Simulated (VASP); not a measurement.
# NaCl (Fm-3m) in VASP: further runs, part 2 of 2

VASP 6.6.1.

## (3) Relaxation of the atoms, LDA

File INCAR:

```
  PREC = Accurate
  ENCUT = 600
  EDIFF = 1E-7
  ISMEAR = 0
  SIGMA = 0.03
  LREAL = False
  LASPH = True
  NELM = 80
  ALGO = Normal
  ISIF = 2
  LWAVE = False
  LCHARG = False
  GGA = CA
  IBRION = 2
  NSW = 40
  EDIFFG = -0.01
```

File KPOINTS:

```
Automatic mesh
0
Gamma
  8 8 8
```

File POSCAR:

```
NaCl                                    
1.0
   -0.0000000000      2.7335133267      2.7335133267
    2.7335133267     -0.0000000000      2.7335133267
    2.7335133267      2.7335133267      0.0000000000
  Na              Cl            
     1     1
Direct
     1.0000000000000000    0.0000000000000000    0.0000000000000000
     0.5000000000000000    0.5000000000000000    0.5000000000000000
```

Potentials or basis: VASP PAW LDA potentials, release 64 (Na_pv, Cl).

On the command line:

```bash
> cat potpaw_LDA.64/Na_pv/POTCAR potpaw_LDA.64/Cl/POTCAR > POTCAR
> mpirun -np 1 vasp_std > vasp.out
```

OUTCAR:

```text
PREC = Accurate
   ENCUT = 600
   EDIFF = 1E-7
   ISMEAR = 0
   LREAL = False
   LASPH = True
   NELM = 80
   ISIF = 2
   GGA = CA
   IBRION = 2
   NSW = 40
   EDIFFG = -0.01

 ion  position               nearest neighbor table
   1  0.000  0.000  0.000-
   2  0.500  0.500  0.500-

  LATTYP: Found a face centered cubic cell.
 ALAT       =     5.4670266534

  Lattice vectors:

 A1 = (   0.0000000000,   2.7335133267,   2.7335133267)
 A2 = (   2.7335133267,   0.0000000000,   2.7335133267)
 A3 = (   2.7335133267,   2.7335133267,   0.0000000000)

Analysis of symmetry for initial positions (statically):
=====================================================================
 Subroutine PRICEL returns:
 Original cell was already a primitive cell.

 Routine SETGRP: Setting up the symmetry group for a
 face centered cubic supercell.

 Subroutine GETGRP returns: Found 48 space group operations
 (whereof 48 operations were pure point group operations)
 out of a pool of 48 trial point group operations.

The static configuration has the point symmetry O_h .

Analysis of symmetry for dynamics (positions and initial velocities):
=====================================================================
 Subroutine PRICEL returns:
 Original cell was already a primitive cell.

 Routine SETGRP: Setting up the symmetry group for a
 face centered cubic supercell.

 Subroutine GETGRP returns: Found 48 space group operations
 (whereof 48 operations were pure point group operations)
 out of a pool of 48 trial point group operations.

The dynamic configuration has the point symmetry O_h .

 Subroutine INISYM returns: Found 48 space group operations
 (whereof 48 operations are pure point group operations),
 and found     1 'primitive' translations

----------------------------------------------------------------------------------------

                                     Primitive cell

  volume of cell :      40.8501

  direct lattice vectors                    reciprocal lattice vectors
     0.000000000  2.733513327  2.733513327    -0.182914784  0.182914784  0.182914784
     2.733513327  0.000000000  2.733513327     0.182914784 -0.182914784  0.182914784
     2.733513327  2.733513327  0.000000000     0.182914784  0.182914784 -0.182914784

  length of vectors
     3.865771620  3.865771620  3.865771620     0.316817700  0.316817700  0.316817700

  position of ions in fractional coordinates (direct lattice)
     0.000000000  0.000000000  0.000000000
     0.500000000  0.500000000  0.500000000

  ion indices of the primitive-cell ions
   primitive index   ion index
                 1           1
                 2           2

----------------------------------------------------------------------------------------

 KPOINTS: Automatic mesh

Automatic generation of k-mesh.
 Grid dimensions read from file:
 generate k-points for:    8    8    8

 Generating k-lattice:
[... 21 lines left out ...]
  0.250000  0.000000  0.000000      8.000000
  0.375000  0.000000  0.000000      8.000000
  0.500000  0.000000  0.000000      4.000000
  0.125000  0.125000  0.000000      6.000000
[... 16 lines left out ...]
  0.500000  0.250000  0.125000     48.000000
 -0.375000  0.250000  0.125000     24.000000
 [... further k-points ...]
   k-points           NKPTS =     29   k-points in BZ     NKDIM =     29   number of bands    NBANDS=     11
   number of dos      NEDOS =    301   number of ions     NIONS =      2
   total plane-waves  NPLWV =  32768
   dimension x,y,z NGX =    32 NGY =   32 NGZ =   32
   dimension x,y,z NGXF=    64 NGYF=   64 NGZF=   64
   ions per type =               1   1
   NGX,Y,Z   is equivalent  to a cutoff of  13.76, 13.76, 13.76 a.u.
   NGXF,Y,Z  is equivalent  to a cutoff of  27.52, 27.52, 27.52 a.u.
 SYSTEM =  unknown system
   PREC   = accura    normal or accurate (medium, high low for compatibility)
   ISTART =      0    job   : 0-new  1-cont  2-samecut
   ICHARG =      2    charge: 1-file 2-atom 10-const
   ISPIN  =      1    spin polarized calculation?
   LNONCOLLINEAR =      F non collinear calculations
   LSORBIT =      F    spin-orbit coupling
   LASPH  =      T    aspherical Exc in radial PAW
   ENCUT  =  600.0 eV  44.10 Ry    6.64 a.u.   7.72  7.72  7.72*2*pi/ulx,y,z
   NELM   =     80;   NELMIN=  2; NELMDL= -5     # of ELM steps
   EDIFF  = 0.1E-06   stopping-criterion for ELM
   LREAL  =      F    real-space projection
   EDIFFG = -.1E-01   stopping-criterion for IOM
   NSW    =     40    number of steps for IOM
   IBRION =      2    ionic relax: 0-MD 1-quasi-New 2-CG
   NFREE  =      1    steps in history (QN), initial steepest desc. (CG)
   ISIF   =      2    stress and relaxation
   ISYM   =      2    0-nonsym 1-usesym 2-fastsym
   POTIM  = 0.5000    time-step for ionic-motion
   TEBEG  =    0.0;   TEEND  =   0.0 temperature during run
   PSTRESS=    0.0 pullay stress
   NELECT =      14.0000    total number of electrons
   NUPDOWN=      -1.0000    fix difference up-down
   EMIN   =  10.00;   EMAX   =-10.00  energy-range for DOS
   EFERMI =   0.00;   METHOD = LEGACY
   ISMEAR =     0;   SIGMA  =   0.03  broadening in eV -4-tet -1-fermi 0-gaus
   EFERMI_NEDOS =   21; number of points for ismear=-14 and -15
   IALGO  =     38    algorithm
   IMIX   =      4    mixing-type and parameters
     AMIX     =   0.40;   BMIX     =  1.00
     AMIX_MAG =   1.60;   BMIX_MAG =  1.00
  volume/ion in A,a.u.               =      20.43       137.84
  Fermi-wavevector in a.u.,A,eV,Ry     =   1.145653  2.164970 17.857920  1.312520
  Thomas-Fermi vector in A             =   2.282340
   LORBIT       =      0    0 simple, 1 ext, 2 COOP (PROOUT), +10 PAW based schemes
   GGA     = CA    functional components
   LHFCALC =     F    Hartree Fock is set to
   AEXX    =    0.0000 exact exchange contribution
   IVDW    =     0    specifies the selected vdW correction
   LEPSILON=     F    determine dielectric tensor
   LRPA    =     F    only Hartree local field effects (RPA)
 conjugate gradient relaxation of ions
 non-spin polarized calculation
 Gauss-broadening in eV      SIGMA  =   0.03
  energy-cutoff  :      600.00
  volume of cell :       40.85
 maximum number of plane-waves:      1380
   NGX = 15   NGY = 15   NGZ = 15

 number of electron      14.0000002 magnetization

 Free energy of the ion-electron system (eV)
  ---------------------------------------------------
  ext. energy  EPLUGINS =         0.00000000
  ---------------------------------------------------
  free energy    TOTEN  =        -7.38939810 eV

  energy without entropy =       -7.38939810  energy(sigma->0) =       -7.38939810

 E-fermi :  -0.2109     XC(G=0):  -9.1313

 val. band max:       -0.3677359630   @ k =   0.0000   0.0000   0.0000
 cond. band min:       4.7069608904   @ k =   0.0000   0.0000   0.0000
 fundamental gap:      5.0746968534
 Fermi energy:        -0.2109226341

 k-point     1 :       0.0000    0.0000    0.0000
  band No.  band energies     occupation
      1     -20.9970      2.00000
      2     -20.9970      2.00000
      3     -20.9970      2.00000
      4     -13.1872      2.00000
      5      -0.3677      2.00000
      6      -0.3677      2.00000
      7      -0.3677      2.00000
      8       4.7070      0.00000
      9      10.5607      0.00000
     10      10.5607      0.00000
     11      10.5607      0.00000
[... 309 lines left out ...]
 k-point    24 :      -0.3750    0.2500    0.1250
  band No.  band energies     occupation
      1     -21.0355      2.00000
      2     -21.0099      2.00000
      3     -21.0038      2.00000
      4     -12.6784      2.00000
      5      -2.3731      2.00000
      6      -1.3103      2.00000
      7      -0.8794      2.00000
      8       7.8404      0.00000
      9       9.2021      0.00000
     10       9.9799      0.00000
     11      11.3999      0.00000

 [... further k-points ...]

------------------------ aborting loop because EDIFF is reached ----------------------------------------

  FORCE on cell =-STRESS in cart. coord.  units (eV):
  Direction    XX          YY          ZZ          XY          YZ          ZX
  --------------------------------------------------------------------------------------
  -------------------------------------------------------------------------------------
  Total       -0.0043725     -0.0043725     -0.0043725      0.0000000      0.0000000      0.0000000
  in kB       -0.1714937     -0.1714937     -0.1714937      0.0000000      0.0000000      0.0000000
  external PRESSURE =      -0.1714937 kB  Pullay stress =       0.0000000 kB

 VOLUME and BASIS-vectors are now :
 -----------------------------------------------------------------------------
  energy-cutoff  :      600.00
  volume of cell :       40.85
      direct lattice vectors                 reciprocal lattice vectors
     0.000000000  2.733513327  2.733513327    -0.182914784  0.182914784  0.182914784
     2.733513327  0.000000000  2.733513327     0.182914784 -0.182914784  0.182914784
     2.733513327  2.733513327  0.000000000     0.182914784  0.182914784 -0.182914784

 POSITION                                       TOTAL-FORCE (eV/Angst)
 -----------------------------------------------------------------------------------
      0.00000      0.00000      0.00000         0.000000      0.000000     -0.000000
      2.73351      2.73351      2.73351         0.000000      0.000000      0.000000
 -----------------------------------------------------------------------------------
    total drift:                                0.000000     -0.000000     -0.000000

  FREE ENERGIE OF THE ION-ELECTRON SYSTEM (eV)
  ---------------------------------------------------
  free  energy   TOTEN  =        -7.3893980993 eV

  energy  without entropy=       -7.3893980993  energy(sigma->0) =       -7.38939810

 reached required accuracy - stopping structural energy minimisation
```

OSZICAR:

```text
N       E                     dE             d eps       ncg     rms          rms(c)
DAV:   1     0.101811332854E+03    0.10181E+03   -0.79463E+03   638   0.144E+03
DAV:   2     0.740254939284E+00   -0.10107E+03   -0.94659E+02   730   0.301E+02
DAV:   3    -0.740031003093E+01   -0.81406E+01   -0.80825E+01   755   0.821E+01
DAV:   4    -0.757289600397E+01   -0.17259E+00   -0.17238E+00   730   0.131E+01
DAV:   5    -0.757613389551E+01   -0.32379E-02   -0.32376E-02   797   0.179E+00    0.209E+00
DAV:   6    -0.741075330288E+01    0.16538E+00   -0.30717E-01   731   0.426E+00    0.155E+00
DAV:   7    -0.739108925169E+01    0.19664E-01   -0.58886E-02   859   0.178E+00    0.973E-01
DAV:   8    -0.738946286560E+01    0.16264E-02   -0.41931E-03   746   0.777E-01    0.238E-01
DAV:   9    -0.738939213759E+01    0.70728E-04   -0.17427E-04   722   0.130E-01    0.104E-01
DAV:  10    -0.738939814998E+01   -0.60124E-05   -0.49976E-05   825   0.835E-02    0.103E-02
DAV:  11    -0.738939810181E+01    0.48170E-07   -0.18874E-06   755   0.191E-02    0.161E-03
DAV:  12    -0.738939809930E+01    0.25141E-08   -0.15025E-07   582   0.683E-03
   1 F= -.73893981E+01 E0= -.73893981E+01  d E =-.738940E+01
```

It took 4.9 s on 1 thread of Intel Xeon 6975P-C (Granite Rapids), shared host; peak memory 0.15 GiB.

Results:

| Item | Value |
| --- | --- |
| Free energy | -7.3894 eV |
| Pressure after relaxing | 0.0 GPa |
| Band gap on the k mesh | 5.07 eV, direct |

Final structure:
```yaml
crystal:
  lattice:
    - [0.00000, 2.73351, 2.73351]
    - [2.73351, 0.00000, 2.73351]
    - [2.73351, 2.73351, 0.00000]
  atoms:
    - { symbol: Na, position: [0.00000, 0.00000, 0.00000] }
    - { symbol: Cl, position: [0.50000, 0.50000, 0.50000] }
```

Levels at points of the mesh, in eV from the valence-band top:
| k point | band 3 | band 4 | band 5 | band 6 | band 7 | band 8 | band 9 | band 10 | band 11 |
| --- | --- | --- | --- | --- | --- | --- | --- | --- | --- |
| (0.00, 0.00, 0.00) | -20.63 | -12.82 | 0.00 | 0.00 | 0.00 | 5.07 | 10.93 | 10.93 | 10.93 |
| (0.50, 0.00, 0.00) | -20.63 | -12.35 | -2.33 | -0.33 | -0.33 | 7.05 | 10.90 | 10.90 | 11.04 |
| (0.50, 0.50, 0.00) | -20.64 | -12.30 | -2.01 | -0.72 | -0.72 | 7.43 | 7.64 | 11.61 | 15.17 |

Caveat: the relaxation stopped at its first step, so nothing moved. Expect the measured gap to be larger: semilocal functionals such as LDA lack the derivative discontinuity.
